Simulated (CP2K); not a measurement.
# TaS2 under changes of volume

One of the cells (18.984 Å³/atom); the others are scaled copies at fixed shape and fractional positions:

```
CELL_PARAMETERS angstrom
3.35000 0.00000 0.00000
-1.67500 2.90119 0.00000
0.00000 0.00000 5.86000
ATOMIC_POSITIONS crystal
Ta 0.00000 0.00000 0.00000
S 0.66667 0.33333 0.75000
S 0.33333 0.66667 0.25000
```

- Program: CP2K 2026.2
- Functional: PBE
- Potentials or basis: POTENTIAL_UZH Ta GTH-PBE-q13, S GTH-PBE-q6; TZVP-MOLOPT-PBE-GTH basis
- Density cutoff: 6123 eV
- k mesh: 9 × 9 × 5
- Occupations: fermi-dirac, width 0.05 eV
- Spin: no spin polarisation

```tsv
volume (Å³/atom)	energy over the lowest point (meV/atom)	pressure (GPa)	largest force (eV/Å)
17.845	122.47	19.2	2.270
18.225	81.94	15.1	1.860
18.605	?	?	?
18.984	27.35	8.2	1.124
19.364	11.66	5.2	0.792
19.744	2.75	2.4	0.483
20.123	0.00	0.0	0.195
```

Question: What does the run at 18.605 Å³/atom give?

Answer: Energy over the lowest point 50.52 meV/atom; pressure 11.5 GPa; largest force 1.479 eV/Å.

Worked out: A Birch-Murnaghan fit of order 3 (a polynomial in V^(-2/3)) to the other rows has its minimum at 20.11 Å³/atom with B0 = V·E''(V) = 125 GPa and B' = 4.1 at fixed shape and positions, which overstates the stiffness. It gives 50.49 meV/atom at 18.605 Å³/atom, against the run's 50.52, and -dE/dV = 11.5 GPa, against 11.5.

Energies are extrapolated to zero smearing.

Caveats: this functional lacks dispersion, which binds the layers, so the pressure and a relaxed spacing across them are unreliable; the basis of atomic orbitals isn't converged, which shifts pressures, moduli and gaps; forces of over 1 eV/Å show positions far from the minimum, so gaps and moduli don't describe the material at rest (some runs).
